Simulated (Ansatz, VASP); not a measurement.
## Two plane-wave programs on NaCl

```
CELL_PARAMETERS angstrom
3.50219 0.00000 0.00000
0.00000 3.50219 0.00000
0.00000 0.00000 3.64228
ATOMIC_POSITIONS crystal
Na 0.00000 0.00000 0.00000
Cl 0.50000 0.50000 0.50000
```

Change from the starting cell: strain +0.000 along x and y, +0.040 along z, atoms carried along.

Alike in both runs: task single point; functional LDA; k mesh 6 × 6 × 6; occupations gaussian, width 0.05 eV; no spin polarisation.

|  | VASP | Ansatz |
| --- | --- | --- |
| version | VASP 6.6.1 | Ansatz 0.2.0 |
| potentials or method | VASP PAW LDA potentials, release 64 (Na_pv, Cl) | scalar-relativistic, plane waves, PAW |
| plane-wave cutoff (eV) | 520 | 420 |
| valence electrons in the cell | 14 | 16 |

Ansatz gave:

* gap on the k mesh at the Fermi level (eV): 3.38
* least direct gap on the mesh (eV): 3.83
* pressure (GPa): -3.7
* largest component of the traceless stress (GPa): 1.73

**Question.** What did VASP give for the same quantities?

**Answer.** gap on the k mesh at the Fermi level (eV): 3.39; least direct gap on the mesh (eV): 3.84; pressure (GPa): -3.7; largest component of the traceless stress (GPa): 1.73.

The two sets of potentials don't hold the same shells in valence.

A k mesh can miss the band edges.
